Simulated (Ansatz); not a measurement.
Crystal: TePt.

```
Pt Te
1.0
     3.55919    0.00000    0.00000
     0.00000    3.55919    0.00000
     0.00000    0.00000    3.55919
Pt Te
1 1
Direct
  0.00000 0.00000 0.00000
  0.50000 0.50000 0.50000
```

Measurements of this composition are mostly on another form, of space group No. 166.

| Quantity | Value |
| --- | --- |
| Program | Ansatz 0.2.0 |
| Task | relaxation of cell and atoms |
| Functional | r2SCAN |
| Dispersion | D4 |
| Potentials or basis | Ansatz PAW |
| Cutoff | 500 eV (not typed: the program's choice for these potentials) |
| k mesh | 8 × 8 × 8 |
| Occupations | fermi-dirac, width 0.05 eV |
| Spin | no spin polarisation |

At the start: volume 22.54 Å³/atom.

Question: How do energy, volume and symmetry change on relaxing?

Answer: It ends after 6 steps and the volume is 19.88 Å³/atom (-11.8 %); space group Pm-3m (No. 221, to 0.05 Å).

Step by step:
| step | energy change (eV) | largest force (eV/Å) | volume (Å³) |
| --- | --- | --- | --- |
| 1 | 0.0000 | 0.0000 | 45.09 |
| 2 | -0.2281 | 0.0000 | 38.81 |
| 3 | -0.2373 | 0.0000 | 40.06 |
| 4 | -0.2383 | 0.0000 | 39.78 |
| 5 | -0.2383 | 0.0000 | 39.76 |
| 6 | -0.2373 | 0.0000 | 39.76 |

Final structure:
```yaml
crystal:
  lattice:
    - [3.41317, 0.00000, 0.00000]
    - [0.00000, 3.41317, 0.00000]
    - [0.00000, 0.00000, 3.41317]
  atoms:
    - { symbol: Pt, position: [0.00000, 0.00000, 0.00000] }
    - { symbol: Te, position: [0.50000, 0.50000, 0.50000] }
```

Caveat: the plane-wave basis is chosen anew once the cell has moved, so the energies of steps on either side of that aren't comparable; pairwise dispersion overbinds metals, which lowers pressure and volume; the PAW data sets come from PBE, with cores solved anew for the run's functional, which leaves a small shift of forces and pressure.
